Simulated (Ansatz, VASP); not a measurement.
Mg2ZnO3: VASP beside Ansatz

```xyz
6
Lattice="3.0330 0.0000 0.0000 -1.5165 2.6267 0.0000 0.0000 0.0000 7.4033" Properties=species:S:1:pos:R:3 pbc="T T T"
Mg    0.0000    1.7511    4.9291
Mg    1.5165    0.8756    2.4742
Zn    0.0000    0.0000    0.0000
O     0.0000    1.7511    1.2780
O     1.5165    0.8756    6.1254
O     0.0000    0.0000    3.7017
```

The cell comes from a database or a generator and needn't be the stable form of this composition.

Alike in both runs: task single point; functional PBEsol; k mesh 6 × 6 × 4; occupations gaussian, width 0.1 eV; no spin polarisation.

|  | VASP | Ansatz |
| --- | --- | --- |
| version | VASP 6.6.1 | Ansatz 0.2.0 |
| potentials or method | VASP PAW PBE potentials, release 64 (Mg, Zn, O) | scalar-relativistic, plane waves, PAW |
| plane-wave cutoff (eV) | 520 | 420 |
| valence electrons in the cell | 34 | 50 |

VASP gave:

* gap on the k mesh at the Fermi level (eV): 2.78
* least direct gap on the mesh (eV): 2.87
* pressure (GPa): -5.8
* largest component of the traceless stress (GPa): 0.08
* rms of the force components (eV/Å): 0.034

**Question.** Which values does Ansatz return?

**Answer.** gap on the k mesh at the Fermi level (eV): 2.80; least direct gap on the mesh (eV): 2.89; pressure (GPa): -5.8; largest component of the traceless stress (GPa): 0.09; rms of the force components (eV/Å): 0.057.

Atom by atom the forces differ by 0.022 eV/Å (rms over components). The functional is the same, so the differences come from potentials, cutoffs and numerics. The two sets of potentials don't hold the same shells in valence.

Caveats: the PAW data sets were made with another functional, which shifts forces and pressure a little (VASP). A k mesh can miss the band edges.
